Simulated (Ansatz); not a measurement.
A run of Ansatz 0.2.0 is set up as follows.

input.yaml

```yaml
crystal:
  lattice:
    - [-1.65128, 1.65128, 1.65128]
    - [1.65128, -1.65128, 1.65128]
    - [1.65128, 1.65128, -1.65128]
  atoms:
    - { symbol: Ta, position: [0.0, 0.0, 0.0] }
kpoints:
  mp_grid: { grid: [11, 11, 11] }
scf:
  occupations: { method: fermi_dirac, width: 0.05 }
hamiltonian:
  xc: pbesol
  pseudopotentials: { kind: all_electron, lapw: { basis_error: 0.001 } }
output:
  forces: true
  stress: true
relax:
  f_tol: 0.01
  max_steps: 60
  cell: { p_target: 30 }
```

Potentials or basis: all-electron LAPW, scalar-relativistic.

Launch:

```console
$ ansatz run input.yaml --threads 1 --pin off --max-ram 3072MiB --backend cpu --events-out ev --progress --plain --runs-dir out
```

Problem. Estimate the relaxed volume.

Solution. 15.75 Å³/atom.

Problem. What does it give for the relaxed cell?

Solution. a = 2.735 Å, b = 2.735 Å, c = 2.735 Å, α = 109.47°, β = 109.47°, γ = 109.47°.

Problem. What does it give for the space group after relaxing (to 0.05 Å)?

Solution. Im-3m (No. 229).

Final structure:
```
Ta
1.0
    -1.57909    1.57909    1.57909
     1.57909   -1.57909    1.57909
     1.57909    1.57909   -1.57909
Ta
1
Direct
  0.00000 0.00000 0.00000
```

Spin-orbit coupling is left out, which matters for the levels of Ta.
